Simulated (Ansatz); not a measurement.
Consider the following.

Starting cell, BeO (wurtzite):

```xyz
4
Lattice="2.7118 0.0000 0.0000 -1.3559 2.3485 0.0000 0.0000 0.0000 4.4046" Properties=species:S:1:pos:R:3 pbc="T T T"
Be     1.3559     0.7828     0.0066
Be     0.0000     1.5657     2.2088
O      1.3559     0.7828     2.7472
O      0.0000     1.5657     0.5449
```

In each cell atom 3 (O, nearest neighbour Be at 1.656 Å; its periodic images, 2.7 Å or more away, move with it) moves by s·(0.000, -0.946, -0.325) (towards the nearest neighbour), the rest being held.

The numbers are results of PBE (plane waves to 420 eV, PAW, scalar-relativistic; Ansatz, a first-principles code), not measurements. k mesh 11×11×6 (Γ-centred), Fermi-Dirac smearing 0.05 eV. E stands for the smeared free energy. Left out: 1 of 11 points, with atoms too close for the PAW data. BeO was relaxed with its symmetry unable to fall. The zero of ΔE is the undisplaced structure.

The scan covers s from -0.500 to 0.400 Å in 10 points.

Question: Is this a single well or a double well?

Answer: A single well with its minimum at or next to zero displacement.

Question: Is the energy the same for displacements of ±0.400 Å, and if not, which side lies higher?

Answer: Not even: the positive side lies higher at ±0.400 Å. With its periodic images moving along, the atom's site symmetry in this cell is 3m..

Question: What force acts on the atom along the line at s = -0.500 Å?

Answer: 1.92 eV/Å.

Question: What is the energy change at s = 0.400 Å?

Answer: 1977 meV/cell.

Question: What is the force constant k = d²E/ds² of this move at s = 0?

Answer: 12.4 eV/Å².

(A displaced cell: forces are minus the slopes of the energy, force constants its curvatures, and phonons follow from these.)
